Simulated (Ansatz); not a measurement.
SiO2: the gap under pressure

SiO2, I4/mmm, a = 8.911 Å, c = 5.215 Å. This isn't the usual stable structure of the compound. Ansatz: LDA, PAW, 420 eV, Γ-centred 6×6×6 mesh on 12 atoms, Gaussian smearing 0.02 eV; no spin polarisation. Cell and atoms are relaxed at each pressure, and no other structure is tried, so the rows at high pressure may lie past a change of phase. The gap is sought over the whole zone. The pressures are the targets, met within 0.04 GPa.

| P (GPa) | gap y (eV) |
| --- | --- |
| -1.0 | 5.334 |
| 0.0 | 5.347 |
| 1.0 | 5.358 |
| 4.0 | 5.365 |
| 12.0 | ? |
| 25.0 | 4.939 |

Q: Fit y = E0 + αP + βP² to the other rows and predict the missing gap.

A: Least squares on the rows shown. y = 5.3465 + 0.0091276 P − 0.0010171 P². So α = 9.1 meV/GPa, but an edge moves to another point of the zone between 0 and 1 GPa, so this isn't the slope at zero pressure. With a term in P³ added, the coefficient of P becomes 0.01186, 30 % more, which shows how far this figure hangs on the form. At P = 12.0 the fit asked for gives 5.310 eV. The run gave 5.311 eV, so the fit is 0.001 eV too low, within the rms miss on the fitted rows (0.002 eV). Note that among the fitted rows a band edge sits at another point of the zone at 1, 4, 25 GPa than at zero pressure, so one curve spans more than one gap.

Semilocal functionals give gaps under the measured ones; changes of the gap mostly carry over better.